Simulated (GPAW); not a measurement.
Wanted: an ASE script for a GPAW 26.7.0 run.

```yaml
Task: Fermi surface
Functional: AM05
Potentials_or_basis: PAW data sets generated in the run's folder for this functional
Cutoff: 600 eV
Basis: pw
k_mesh: 11 × 11 × 11
Occupations: fermi-dirac, width 0.05 eV
Spin: no spin polarisation
Maxiter: 150
Fermi_k_mesh: 18 × 18 × 18
```

The structure of Au lies in Au.cif:

```cif
data_Au
_cell_length_a 2.87792460
_cell_length_b 2.87792460
_cell_length_c 2.87792460
_cell_angle_alpha 60.00000000
_cell_angle_beta 60.00000000
_cell_angle_gamma 60.00000000
_space_group_name_H-M_alt 'P1'
_space_group_name_Hall 'P 1'
_space_group_IT_number 1
loop_
_space_group_symop_operation_xyz
'x,y,z'
loop_
_atom_site_label
_atom_site_type_symbol
_atom_site_symmetry_multiplicity
_atom_site_Wyckoff_symbol
_atom_site_fract_x
_atom_site_fract_y
_atom_site_fract_z
_atom_site_occupancy
Au1 Au 1 a 0.0000000000 0.0000000000 0.0000000000 1
```

One way to write it, as run:

run.py

```python
import json
import numpy as np
from ase.dft.bandgap import bandgap
from ase.io import read, write
from ase.units import GPa
from gpaw import GPAW, PW, setup_paths

setup_paths.insert(0, '.')

atoms = read('Au.cif')

calc = GPAW(mode=PW(600),
            xc='AM05',
            kpts={'size': (11, 11, 11), 'gamma': True},
            occupations={'name': 'fermi-dirac', 'width': 0.05},
            nbands=14,
            convergence={'density': 1e-05, 'energy': 1e-05},
            maxiter=150,
            txt='gpaw.txt')
atoms.calc = calc
energy = atoms.get_potential_energy()
forces = atoms.get_forces()
stress = atoms.get_stress()
calc.write('gs.gpw')
write('result.traj', atoms)
print(f'Energy: {energy:.6f} eV')
print('Forces (eV/A):')
print(forces.round(4))
print('Stress (GPa):', (stress / GPa).round(3))
print('Fermi level:', round(calc.get_fermi_level(), 4), 'eV')
print(f'Gap: {bandgap(calc)[0]:.4f} eV, direct: {bandgap(calc, direct=True)[0]:.4f} eV')

size = (18, 18, 18)
dense = calc.fixed_density(kpts={'size': size, 'gamma': True}, update_fermi_level=True,
                           convergence={'bands': 'CBM+2.0', 'eigenstates': 1e-7}, txt='dense.txt')
ef = dense.get_fermi_level()
index = np.round(dense.get_bz_k_points() * size).astype(int) % size
recip = 2 * np.pi * atoms.cell.reciprocal()
sheets = []
for s, e_kn in enumerate(dense.eigenvalues()):
    for n in range(e_kn.shape[1] - 2):
        if e_kn[:, n].min() < ef < e_kn[:, n].max():
            e = np.empty(size)
            e[tuple(index.T)] = e_kn[dense.get_bz_to_ibz_map(), n] - ef
            de = np.array([(np.roll(e, -1, c) - np.roll(e, 1, c)) * size[c] / 2 for c in range(3)])
            v = np.linalg.norm(np.einsum('vc,cxyz->vxyz', np.linalg.inv(recip), de), axis=0)
            w = np.exp(-(e / 0.1)**2) / (0.1 * np.pi**0.5)
            sheets.append({'spin': s, 'band': n, 'filled': (e < 0).mean(), 'dos': w.mean(), 'bottom': e.min(), 'top': e.max(),
                           'velocity': (w * v).sum() / w.sum() * 1.519267e5, 'slice': e[:, :, 0].round(3).tolist()})
            print(f'spin {s} band {n}: filled share {sheets[-1]["filled"]:.3f}, from {e.min():.3f} to {e.max():.3f} eV,',
                  f'{w.mean():.3f} states/eV, mean velocity {sheets[-1]["velocity"]:.3e} m/s')
print('Fermi level on the dense mesh:', round(ef, 4), 'eV,', len(sheets), 'sheets')
json.dump({'ef': ef, 'sheets': sheets}, open('fermi.json', 'w'))
```

Potentials or basis: PAW data sets generated in the run's folder for this functional, pw.

The run is started by

```console
$ gpaw-setup -f AM05 Au
$ OMP_NUM_THREADS=1 python run.py
```

It gave:

| Property | Result |
| --- | --- |
| Pressure | 3.7 GPa |
| Band gap on the k mesh | none (metal or under the smearing width) |

Caveat: with this Au data set, volumes or pressures lay over 1.5 % or 2 GPa off other programs in two to four cells of ten.

Run time: 27 s on 1 thread of Arm Neoverse V2 (shared host), peak memory 0.19 GiB.
